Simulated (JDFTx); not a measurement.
A run of JDFTx 1.7.0 (patched build) is set up as follows.

Pt.in

```
lattice \
   -2.8684587483     2.9940348287     2.8791451495 \
    3.0473099876    -3.0069605554     3.0176469566 \
    2.9718929077     3.0571176662    -2.9315434755
coords-type Lattice
ion Pt    -0.0123120000    -0.0088610000    -0.0124860000 1

ion-species pseudo/Pt.upf
elec-cutoff 42
elec-ex-corr gga-PBE
kpoint-folding 12 12 12
elec-smearing Fermi 0.0018374661
elec-n-bands 15
electronic-SCF nIterations 100 energyDiffThreshold 1e-09
electronic-minimize nIterations 30 energyDiffThreshold 1e-7
converge-empty-states yes
forces-output-coords Cartesian

dump-name run.$VAR
dump End Ecomponents EigStats BandEigs Kpoints Forces Stress
```

Potentials or basis: PseudoDojo-SR-PBE-0.5-standard.

Launch:

```sh
$ jdftx -c 1 -i Pt.in -o Pt.out
```

Predict the band gap on the k mesh.

none (metal or under the smearing width).

Estimate the pressure.

-1.3 GPa.

Stress tensor (GPa, compression positive):
```
-2.85 -0.15 -5.95
-0.15 -0.11 -2.03
-5.95 -2.03 -0.95
```

The run has no spin-orbit coupling, so splittings on Pt are missing.
